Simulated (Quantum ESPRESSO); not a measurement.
# Pt (Fm-3m) in Quantum ESPRESSO: convergence with k mesh

Aim: find how far k mesh must go before the results for Pt settle, at PBEsol. This setting moves, with any that are tied to it; all else stays.

All numbers are computed with Quantum ESPRESSO 7.5; they aren't measurements. Logs are shortened: lines on timing, memory, paths and dates and some standing lists are left out, and cuts for length are marked.

**1. The structure**

It takes space group Fm-3m (No. 225, cubic). Conventional cell: a = 3.922 Å, b = 3.922 Å, c = 3.922 Å, α = 90.00°, β = 90.00°, γ = 90.00°. Pt (site symmetry m-3m) has 12 Pt at 2.77 Å as nearest neighbours.

**2. With k mesh 2 × 2 × 2**

pw.in

```
&CONTROL
  calculation = 'scf'
  prefix = 'pwscf'
  outdir = './tmp'
  pseudo_dir = './pseudo'
  tprnfor = .true.
  tstress = .true.
  disk_io = 'nowf'
/
&SYSTEM
  ibrav = 0
  nat = 1
  ntyp = 1
  ecutwfc = 84
  nbnd = 15
  occupations = 'smearing'
  smearing = 'mv'
  degauss = 0.00999582
/
&ELECTRONS
  conv_thr = 2d-10
  electron_maxstep = 120
  mixing_beta = 0.5
/
ATOMIC_SPECIES
Pt   195.0840 Pt.upf
CELL_PARAMETERS angstrom
   0.0000000000    1.9609000000    1.9609000000
   1.9609000000    0.0000000000    1.9609000000
   1.9609000000    1.9609000000    0.0000000000
ATOMIC_POSITIONS crystal
Pt     0.0000000000    0.0000000000    0.0000000000
K_POINTS automatic
2 2 2 0 0 0
```

Potentials or basis: PseudoDojo 0.4.1 SR PBEsol standard.

Launch:

```bash
> OMP_NUM_THREADS=1 pw.x -in pw.in > pw.out
```

pw.out:

```text
This program is part of the open-source Quantum ESPRESSO suite
     for quantum simulation of materials; please cite
[... 9 lines left out ...]
     --------------------
     sticks:   dense  smooth     PW     G-vecs:    dense   smooth      PW
     Sum         649     649    199                10657    10657    1759

     Using Slab Decomposition

     bravais-lattice index     =            0
     lattice parameter (alat)  =       5.2405  a.u.
     unit-cell volume          =     101.7637 (a.u.)^3
     number of atoms/cell      =            1
     number of atomic types    =            1
     number of electrons       =        18.00
     number of Kohn-Sham states=           15
     kinetic-energy cutoff     =      84.0000  Ry
     charge density cutoff     =     336.0000  Ry
     scf convergence threshold =      2.0E-10
     mixing beta               =       0.5000
     number of iterations used =            8  plain     mixing
     Exchange-correlation= PBESOL
                           (   1   4  10   8   0   0   0)

     celldm(1)=   5.240459  celldm(2)=   0.000000  celldm(3)=   0.000000
     celldm(4)=   0.000000  celldm(5)=   0.000000  celldm(6)=   0.000000

     crystal axes: (cart. coord. in units of alat)
               a(1) = (   0.000000   0.707107   0.707107 )
               a(2) = (   0.707107   0.000000   0.707107 )
               a(3) = (   0.707107   0.707107   0.000000 )

     reciprocal axes: (cart. coord. in units 2 pi/alat)
               b(1) = ( -0.707107  0.707107  0.707107 )
               b(2) = (  0.707107 -0.707107  0.707107 )
               b(3) = (  0.707107  0.707107 -0.707107 )

     PseudoPot. # 1 for Pt read from file:
     Pt.upf
     Pseudo is Norm-conserving + core correction, Zval = 18.0
     Generated using ONCVPSP code by D. R. Hamann
     Using radial grid of 1358 points,  8 beta functions with:
                l(1) =   0
                l(2) =   0
                l(3) =   1
                l(4) =   1
                l(5) =   2
                l(6) =   2
                l(7) =   3
                l(8) =   3

     atomic species   valence    mass     pseudopotential
     Pt               18.00   195.08400     Pt( 1.00)

     48 Sym. Ops., with inversion, found

   Cartesian axes

     site n.     atom                  positions (alat units)
         1        Pt     tau(   1) = (   0.0000000   0.0000000   0.0000000  )

     number of k points=     3  Marzari-Vanderbilt smearing, width (Ry)=  0.0100
                       cart. coord. in units 2pi/alat
        k(    1) = (   0.0000000   0.0000000   0.0000000), wk =   0.2500000
        k(    2) = (  -0.3535534  -0.3535534   0.3535534), wk =   1.0000000
        k(    3) = (  -0.7071068   0.0000000   0.0000000), wk =   0.7500000

     Dense  grid:    10657 G-vectors     FFT dimensions: (  32,  32,  32)

     Initial potential from superposition of free atoms

     starting charge      17.9999, renormalised to      18.0000
     Starting wfcs are   10 randomized atomic wfcs +    5 random wfcs

     Self-consistent Calculation

     iteration #  1     ecut=    84.00 Ry     beta= 0.50
     Davidson diagonalization with overlap
     ethr =  1.00E-02,  avg # of iterations =  4.7
     Minimization algorithm failed to find Fermi energy: reverting to bisection
     Possible cause: smearing is larger than the electronic band-gap.

     Threshold (ethr) on eigenvalues was too large:
     Diagonalizing with lowered threshold

     Davidson diagonalization with overlap
     ethr =  2.98E-04,  avg # of iterations =  1.0
     Minimization algorithm failed to find Fermi energy: reverting to bisection
     Possible cause: smearing is larger than the electronic band-gap.

     total energy              =    -260.77025179 Ry
     estimated scf accuracy    <       0.05372401 Ry

     iteration #  2     ecut=    84.00 Ry     beta= 0.50
     Davidson diagonalization with overlap
     ethr =  2.98E-04,  avg # of iterations =  1.7

     total energy              =    -260.77411770 Ry
     estimated scf accuracy    <       0.00533397 Ry

     iteration #  3     ecut=    84.00 Ry     beta= 0.50
     Davidson diagonalization with overlap
     ethr =  2.96E-05,  avg # of iterations =  1.3
     Minimization algorithm failed to find Fermi energy: reverting to bisection
     Possible cause: smearing is larger than the electronic band-gap.

     total energy              =    -260.77382161 Ry
     estimated scf accuracy    <       0.00094037 Ry

     iteration #  4     ecut=    84.00 Ry     beta= 0.50
     Davidson diagonalization with overlap
     ethr =  5.22E-06,  avg # of iterations =  1.3

     total energy              =    -260.77375308 Ry
     estimated scf accuracy    <       0.00004619 Ry

     iteration #  5     ecut=    84.00 Ry     beta= 0.50
     Davidson diagonalization with overlap
     ethr =  2.57E-07,  avg # of iterations =  3.0

     total energy              =    -260.77375382 Ry
     estimated scf accuracy    <       0.00001704 Ry

     iteration #  6     ecut=    84.00 Ry     beta= 0.50
     Davidson diagonalization with overlap
     ethr =  9.46E-08,  avg # of iterations =  1.0

     total energy              =    -260.77375508 Ry
     estimated scf accuracy    <       0.00000006 Ry

     iteration #  7     ecut=    84.00 Ry     beta= 0.50
     Davidson diagonalization with overlap
     ethr =  3.15E-10,  avg # of iterations =  2.0

     total energy              =    -260.77375507 Ry
     estimated scf accuracy    <       0.00000012 Ry

     iteration #  8     ecut=    84.00 Ry     beta= 0.50
     Davidson diagonalization with overlap
     ethr =  3.15E-10,  avg # of iterations =  1.0

     total energy              =    -260.77375507 Ry
     estimated scf accuracy    <          9.6E-10 Ry

     iteration #  9     ecut=    84.00 Ry     beta= 0.50
     Davidson diagonalization with overlap
     ethr =  5.31E-12,  avg # of iterations =  2.0

     total energy              =    -260.77375507 Ry
     estimated scf accuracy    <          3.4E-10 Ry

     iteration # 10     ecut=    84.00 Ry     beta= 0.50
     Davidson diagonalization with overlap
     ethr =  1.90E-12,  avg # of iterations =  1.0

     End of self-consistent calculation

          k = 0.0000 0.0000 0.0000 (  1363 PWs)   bands (ev):

   -74.9000 -28.8350 -28.8350 -28.8350  13.0860  19.6572  19.6572  19.6572
    22.0582  22.0582  37.7309  43.0173  43.0173  43.0173  48.3412

          k =-0.3536-0.3536 0.3536 (  1350 PWs)   bands (ev):

   -74.8664 -29.3176 -28.9055 -28.9055  16.0112  19.7029  19.7029  22.8766
    23.6524  23.6524  29.2933  37.5107  42.2540  42.2540  51.7262

          k =-0.7071 0.0000 0.0000 (  1298 PWs)   bands (ev):

   -74.8553 -29.2931 -29.0171 -29.0171  16.4823  16.7516  23.7475  24.0170
    24.0170  25.0314  32.3724  34.7490  34.7490  43.6772  46.6234

     the Fermi energy is    23.9141 ev

!    total energy              =    -260.77375507 Ry
     estimated scf accuracy    <          1.0E-11 Ry
     smearing contrib. (-TS)   =       0.00236457 Ry
     internal energy E=F+TS    =    -260.77611965 Ry

     The total energy is F=E-TS. E is the sum of the following terms:
     one-electron contribution =     -51.23592999 Ry
     hartree contribution      =      38.26954506 Ry
     xc contribution           =     -47.36854291 Ry
     ewald contribution        =    -200.44119180 Ry

     convergence has been achieved in  10 iterations

     Forces acting on atoms (cartesian axes, Ry/au):

     atom    1 type  1   force =     0.00000000    0.00000000    0.00000000

     Total force =     0.000000     Total SCF correction =     0.000000

     Computing stress (Cartesian axis) and pressure

          total   stress  (Ry/bohr**3)                   (kbar)     P=      645.50
   0.00438805   0.00000000   0.00000000          645.50        0.00        0.00
   0.00000000   0.00438805   0.00000000            0.00      645.50        0.00
   0.00000000   0.00000000   0.00438805            0.00        0.00      645.50

=------------------------------------------------------------------------------=
   JOB DONE.
=------------------------------------------------------------------------------=
```

Run time: 1.6 s. Hardware: 1 thread of Intel Xeon Platinum 8259CL at 2.50GHz (Skylake/Cascade Lake), shared host; peak memory 0.05 GiB.

What came out:

| Item | Value |
| --- | --- |
| Free energy | -3548.0077 eV |
| Pressure | 64.6 GPa |
| Band gap on the k mesh | none (metal or under the smearing width) |

**3. With k mesh 4 × 4 × 4**

pw.in, as its differences from that of step 2:

```diff
@@ -33,2 +33,2 @@
 K_POINTS automatic
-2 2 2 0 0 0
+4 4 4 0 0 0
```

Potentials or basis: PseudoDojo 0.4.1 SR PBEsol standard.

Launch:

```bash
> OMP_NUM_THREADS=1 pw.x -in pw.in > pw.out
```

Wall time 2.5 s (1 thread of Intel Xeon Platinum 8259CL at 2.50GHz (Skylake/Cascade Lake), shared host); peak memory 0.05 GiB.

What came out:

- Free energy: -3552.7361 eV
- Pressure: -3.1 GPa
- Band gap on the k mesh: none (metal or under the smearing width)

**4. With k mesh 5 × 5 × 5**

pw.in, as its differences from that of step 3:

```diff
@@ -33,2 +33,2 @@
 K_POINTS automatic
-4 4 4 0 0 0
+5 5 5 0 0 0
```

Launch:

```bash
> OMP_NUM_THREADS=1 pw.x -in pw.in > pw.out
```

Run time: 3 s. Hardware: 1 thread of Intel Xeon Platinum 8259CL at 2.50GHz (Skylake/Cascade Lake), shared host; peak memory 0.05 GiB.

Results:

- Free energy: -3552.3123 eV
- Pressure: 3.6 GPa
- Band gap on the k mesh: none (metal or under the smearing width)

**5. With k mesh 7 × 7 × 7**

pw.in, as its differences from that of step 4:

```diff
@@ -33,2 +33,2 @@
 K_POINTS automatic
-5 5 5 0 0 0
+7 7 7 0 0 0
```

Launch:

```bash
> OMP_NUM_THREADS=1 pw.x -in pw.in > pw.out
```

Wall time 5.2 s (1 thread of Intel Xeon Platinum 8259CL at 2.50GHz (Skylake/Cascade Lake), shared host); peak memory 0.05 GiB.

Results:

* Free energy: -3552.5868 eV
* Pressure: 0.2 GPa
* Band gap on the k mesh: none (metal or under the smearing width)

**6. With k mesh 9 × 9 × 9**

pw.in, as its differences from that of step 5:

```diff
@@ -33,2 +33,2 @@
 K_POINTS automatic
-7 7 7 0 0 0
+9 9 9 0 0 0
```

Potentials or basis: PseudoDojo 0.4.1 SR PBEsol standard.

Launch:

```bash
> OMP_NUM_THREADS=1 pw.x -in pw.in > pw.out
```

It took 8.4 s on 1 thread of Intel Xeon Platinum 8259CL at 2.50GHz (Skylake/Cascade Lake), shared host; peak memory 0.05 GiB.

Results (log left out):

* Free energy: -3552.6543 eV
* Pressure: -1.8 GPa
* Band gap on the k mesh: none (metal or under the smearing width)

**7. With k mesh 11 × 11 × 11**

pw.in, as its differences from that of step 6:

```diff
@@ -33,2 +33,2 @@
 K_POINTS automatic
-9 9 9 0 0 0
+11 11 11 0 0 0
```

Launch:

```bash
> OMP_NUM_THREADS=1 pw.x -in pw.in > pw.out
```

Run time: 13 s. Hardware: 1 thread of Intel Xeon Platinum 8259CL at 2.50GHz (Skylake/Cascade Lake), shared host; peak memory 0.06 GiB.

Results (log left out):

| Property | Result |
| --- | --- |
| Free energy | -3552.6326 eV |
| Pressure | -1.7 GPa |
| Band gap on the k mesh | none (metal or under the smearing width) |

**8. With k mesh 12 × 12 × 12**

pw.in, as its differences from that of step 7:

```diff
@@ -33,2 +33,2 @@
 K_POINTS automatic
-11 11 11 0 0 0
+12 12 12 0 0 0
```

Launch:

```bash
> OMP_NUM_THREADS=1 pw.x -in pw.in > pw.out
```

Run time: 17 s. Hardware: 1 thread of Intel Xeon Platinum 8259CL at 2.50GHz (Skylake/Cascade Lake), shared host; peak memory 0.06 GiB.

It converged, with:

* Free energy: -3552.6280 eV
* Pressure: -1.2 GPa
* Band gap on the k mesh: none (metal or under the smearing width)

**9. With k mesh 14 × 14 × 14**

pw.in, as its differences from that of step 8:

```diff
@@ -33,2 +33,2 @@
 K_POINTS automatic
-12 12 12 0 0 0
+14 14 14 0 0 0
```

Potentials or basis: PseudoDojo 0.4.1 SR PBEsol standard.

Launch:

```bash
> OMP_NUM_THREADS=1 pw.x -in pw.in > pw.out
```

Wall time 24 s (1 thread of Intel Xeon Platinum 8259CL at 2.50GHz (Skylake/Cascade Lake), shared host); peak memory 0.07 GiB.

Results (log left out):

* Free energy: -3552.6326 eV
* Pressure: -1.6 GPa
* Band gap on the k mesh: none (metal or under the smearing width)

**10. With k mesh 17 × 17 × 17**

pw.in, as its differences from that of step 9:

```diff
@@ -33,2 +33,2 @@
 K_POINTS automatic
-14 14 14 0 0 0
+17 17 17 0 0 0
```

Launch:

```bash
> OMP_NUM_THREADS=1 pw.x -in pw.in > pw.out
```

Run time: 36 s. Hardware: 1 thread of Intel Xeon Platinum 8259CL at 2.50GHz (Skylake/Cascade Lake), shared host; peak memory 0.09 GiB.

Results (log left out):

| Property | Result |
| --- | --- |
| Free energy | -3552.6283 eV |
| Pressure | -1.5 GPa |
| Band gap on the k mesh | none (metal or under the smearing width) |

**11. Result**

```tsv
k mesh	energy less the tightest run, at zero smearing (meV/atom)	pressure (GPa)	SCF cycles	CPU time (s)	peak memory (GiB)
2 × 2 × 2	4620.64	64.55	10	1.6	0.05
4 × 4 × 4	-107.77	-3.10	8	2.5	0.05
5 × 5 × 5	316.06	3.63	8	3	0.05
7 × 7 × 7	41.57	0.19	8	5.2	0.05
9 × 9 × 9	-26.02	-1.84	8	8.4	0.05
11 × 11 × 11	-4.32	-1.71	8	13	0.06
12 × 12 × 12	0.36	-1.25	8	17	0.06
14 × 14 × 14	-4.23	-1.59	8	24	0.07
17 × 17 × 17	0.00	-1.46	8	36	0.09
```

Not settled before the last step: the energy (to 1 meV/atom), the pressure (to 0.1 GPa). Meshes of other sizes hit other points, so gaps and Fermi surfaces needn't settle smoothly. The tightest run that finished is the yardstick and may itself not be fully converged.
